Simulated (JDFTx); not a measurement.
Crystal: Rh.

```
CELL_PARAMETERS angstrom
0.00000 1.89785 1.89785
1.89785 0.00000 1.89785
1.89785 1.89785 0.00000
ATOMIC_POSITIONS crystal
Rh 0.00000 0.00000 0.00000
```

Base run:

| Item | Value |
| --- | --- |
| Program | JDFTx 1.7.0 (patched build) |
| Functional | PBEsol |
| Potentials or basis | PseudoDojo-SR-PBEsol-0.4.1-standard with smoothed tails |
| Cutoff | 1197 eV |
| Density cutoff | 4789 eV |
| k mesh | 12 × 12 × 12 |
| Occupations | fermi-dirac, width 0.05 eV |
| Spin | no spin polarisation |

Its results: band gap on the k mesh none (metal or under the smearing width); pressure -3.4 GPa.

The run is repeated on the same cell with these changes: potentials or basis from PseudoDojo-SR-PBEsol-0.4.1-standard with smoothed tails to PseudoDojo-SR-PBEsol-0.4.1-standard; k mesh from 12 × 12 × 12 to 8 × 8 × 8. What comes out?

Band gap on the k mesh none (metal or under the smearing width); pressure -2.2 GPa.

Not every run made on this cell is shown here.
